**Q:** Seven programs were given the same WS₂ crystal and the same functional. Six pressures lie close together, and Quantum ESPRESSO's is clearly higher. Is its stress wrong?

PBE calculations of bulk WS₂ (P6₃/mmc, six-atom cell) at one fixed geometry, without dispersion correction, spin polarisation or spin-orbit coupling. All runs use a 10 × 10 × 3 k-point mesh and Fermi-Dirac smearing of 0.05 eV. The basis column gives the plane-wave cutoff, and pressure is positive in compression.

| program | potentials | basis | pressure (GPa) | largest force (eV/Å) | pressure less the median of the rows (GPa) |
| --- | --- | --- | --- | --- | --- |
| VASP | VASP PAW PBE potentials, recommended | 520 eV | 2.240 | 0.132 | -0.030 |
| ABACUS | PseudoDojo NC SR 0.4.1 PBE standard | 1007 eV | 2.260 | 0.135 | -0.010 |
| DFTK | dojo.nc.sr.pbe.v0_4_1.standard | 1007 eV | 2.260 | 0.134 | -0.010 |
| JDFTx | PseudoDojo SR PBE 0.5 standard | 1007 eV | 2.270 | 0.137 | 0.000 |
| GPAW | GPAW PAW data sets (gpaw data 1.2.1) | 600 eV | 2.280 | 0.146 | 0.010 |
| ABINIT | JTH PAW PBE v2.0 | 544 eV | 2.310 | 0.148 | 0.040 |
| Quantum ESPRESSO | SSSP 1.3 efficiency PBE | 748 eV | 2.450 | 0.160 | 0.180 |

**A:** Look at the largest force before you blame the stress. Quantum ESPRESSO leads that column too, with 0.160 eV/Å against 0.135 in ABACUS. In the runs whose force vectors I have seen, this force acts on sulfur along c, the axis across the layers. If it points away from the tungsten plane, each layer is held thinner than the program would like, and Quantum ESPRESSO objects most.

A nitrogen molecule clamped at slightly too short a bond shows the same effect: the program that prefers the longer bond reports the larger outward force. The comparison ends there, because the molecule has a single length, while WS₂ also has a gap between its layers and a lattice within them.

**Q:** How does a force on an atom become a pressure on the cell?

**A:** Stretch the cell along c by a small fraction $\varepsilon$ and let the atoms follow in proportion. Two things happen: the layers move apart, and each layer thickens. Sulfur at height $h$ above or below its tungsten plane moves outward by $\varepsilon h$, so the outward forces $F$ on the four sulfur atoms do the work $4Fh\varepsilon$. Divided by $\varepsilon$ and the cell volume $V$, this work becomes the second term of the stress along c:

$$p_c = p_\text{gap} + \frac{4Fh}{V}$$

Here $p_\text{gap}$ is the push between layers of fixed thickness. The pressure in the table is the mean of $p_c$ and the two equal stresses in the plane.

**Q:** You said "if it points away". How do you know that it does?

**A:** I infer it from what remains after the sulfur part is subtracted. With outward forces, $p_\text{gap}$ is close to 2.26 GPa in VASP, ABACUS, JDFTx, GPAW and Quantum ESPRESSO, with a spread of only 0.02 GPa. With inward forces the same five would differ by about 0.5 GPa. That alone does not decide the matter, because the programs could agree on the layers and differ on the push. But a stronger push between layers should act mainly along c, and Quantum ESPRESSO's stress is higher in the plane by almost as much. Outward forces are therefore the likelier reading: the five programs agree on the push between the layers and differ in how strongly each layer resists being thin. ABINIT is an exception: its push comes out lower, at 2.14 GPa.

The common push itself has a familiar explanation. PBE without a dispersion term lacks most of the attraction between layers, so at this spacing their repulsion is poorly balanced. That is theory; no row here adds dispersion to test it.

**Q:** Does the extra force account for the whole excess of Quantum ESPRESSO?

**A:** Work it out against ABACUS. The force differs by 0.025 eV/Å, $h$ is 1.56 Å, and $V$ is six atoms times 18.25 Å³. With 1 eV/Å³ equal to about 160 GPa,

$$\Delta p_c = \frac{4\times0.025\times1.56}{6\times18.25}\times160 \approx 0.23\ \text{GPa}.$$

The calculated stress along c is indeed higher by 0.23 GPa.

For the plane we need an assumption: the extra force runs along the W–S bonds. These bonds are slanted, so a bond that pushes sulfur up also pushes the lattice outward. Their slant makes each in-plane stress rise by about 0.7 times as much as $p_c$, or 0.16 GPa; the calculation gives 0.18 GPa.

The mean over the three directions is then $(0.23+2\times0.16)/3\approx0.18$ GPa, against 0.19 GPa in the table. Apart from the assumed direction of the extra force, only the geometry and the force difference entered this estimate. Force and stress thus tell one story: the W–S bond is held slightly further below the length that Quantum ESPRESSO's run prefers. Nothing here points to a fault in the stress alone.

**Q:** Then GPAW and ABINIT puzzle me. Their forces are well above that of ABACUS, but their pressures hardly are.

**A:** They are where the bond picture fails. It predicts pressure rises of 0.08 and 0.09 GPa over ABACUS, and the table shows 0.02 and 0.05 GPa. Each program follows the picture in one direction only: GPAW's stress rises along c but not in the plane, and ABINIT's rises in the plane but not along c. The averaged pressure hides this difference. The close match for Quantum ESPRESSO therefore supports the bond picture but does not prove it. The misses for GPAW and ABINIT could come from the data sets or from the finite basis; these runs do not separate the two.

**Q:** And what makes the bond in Quantum ESPRESSO push harder?

**A:** Most likely its potentials. ABACUS and DFTK are different programs, but with the same potential set and cutoff they agree on the pressure to the printed digits. Quantum ESPRESSO uses another set, of ultrasoft potentials. These are made for lower cutoffs, so its smaller number in the table need not mean a poorer basis, but the effect of the cutoff is not tested here.

The disagreement is also tiny as a length. Judging the stiffness from a rough recalled vibration frequency of sulfur against tungsten, near 420 cm⁻¹, the extra force corresponds to a preferred sulfur height that differs by about a thousandth of an ångström. In a stiff bond, that is enough to stand out in the pressure.

**Q:** So which run would settle it?

**A:** It takes two, both in Quantum ESPRESSO. One keeps the present potentials and raises the cutoff, to test the basis. The other takes the potentials and cutoff of ABACUS. Would the force and the pressure then fall together to the ABACUS values?
